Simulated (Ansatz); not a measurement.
The system is AgBr.

```
Ag Br
1.0
     0.00000    2.87015    2.87015
     2.87015    0.00000    2.87015
     2.87015    2.87015    0.00000
Ag Br
1 1
Direct
  0.00000 0.00000 0.00000
  0.50000 0.50000 0.50000
```

Base run:

- Program: Ansatz 0.2.0
- Functional: PBE
- Potentials or basis: Ansatz PAW
- Cutoff: 420 eV (not typed: the program's choice for these potentials)
- k mesh: 5 × 5 × 5
- Occupations: fermi-dirac, width 0.05 eV
- Spin: no spin polarisation

Its results: band gap on the k mesh 0.81 eV, indirect (least direct gap 2.60 eV); pressure 2.4 GPa.

Task: The run is repeated on the same cell with these changes: functional from PBE to rPW86-PBE; k mesh from 5 × 5 × 5 to 8 × 8 × 8. What comes out?

Result: Band gap on the k mesh 0.62 eV, indirect (least direct gap 2.52 eV); pressure 5.3 GPa.

Several settings changed at once, so the effect can't be laid on one alone.

Caveats: odd divisions of the mesh miss points on the zone boundary, where band edges often lie, so the gap on the mesh can be too wide (some runs); the PAW data sets come from PBE, with cores solved anew for the run's functional, which leaves a small shift of forces and pressure (some runs).
